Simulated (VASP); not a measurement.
Write the native input for VASP 6.6.1 that does the following.

| Quantity | Value |
| --- | --- |
| Task | relaxation of cell and atoms |
| Functional | PW91 |
| Potentials or basis | VASP PAW PBE potentials, release 64 (In_d, Pd) |
| Cutoff | 600 eV |
| k mesh | 8 × 8 × 8 |
| Occupations | fermi-dirac, width 0.05 eV |
| Spin | no spin polarisation |
| Further INCAR settings | ALGO = Fast; EDIFF = 1e-07; IBRION = 2; EDIFFG = -0.005; NSW = 60; ISIF = 3 |

The structure of InPd lies in POSCAR:

```
InPd
1.0
    0.0000000000      2.7460700000      2.7460700000
    2.7460700000      0.0000000000      2.7460700000
    2.7460700000      2.7460700000      0.0000000000
In Pd
1 1
Direct
    0.0000000000      0.0000000000      0.0000000000
    0.5000000000      0.5000000000      0.5000000000
```

The cell was built by a generator and needn't be a form met in nature.

One way to write it, as run:

INCAR

```
PREC = Accurate ; ENCUT = 600
EDIFF = 1E-7 ; ISMEAR = -1
SIGMA = 0.05 ; LREAL = F
LASPH = T ; NELM = 80
ALGO = Fast ; ISIF = 3
LWAVE = F ; LCHARG = F
GGA = 91 ; IBRION = 2
NSW = 60 ; EDIFFG = -0.005
```

KPOINTS

```
Automatic mesh
0
Gamma
  8 8 8
```

Potentials or basis: VASP PAW PBE potentials, release 64 (In_d, Pd).

Command:

```console
$ cat potpaw_PBE.64/In_d/POTCAR potpaw_PBE.64/Pd/POTCAR > POTCAR
$ mpirun -np 1 vasp_std > vasp.out
```

Results of the run:

- Relaxed volume: 20.79 Å³/atom
- Relaxed cell: a = 3.888 Å, b = 3.888 Å, c = 3.888 Å, α = 60.00°, β = 60.00°, γ = 60.00°
- Space group after relaxing (to 0.05 Å): Fm-3m (No. 225)
- Energy gained by relaxing: 0.1 meV/atom
- Ionic steps: 5
- Pressure after relaxing: 0.0 GPa
- Band gap on the k mesh: none (metal or under the smearing width)

Caveat: the PAW data sets were made with another functional, which shifts forces and pressure a little.

Run time: 63 s on 1 thread of AMD EPYC 9R45 (Zen 5) (shared host), peak memory 0.16 GiB.
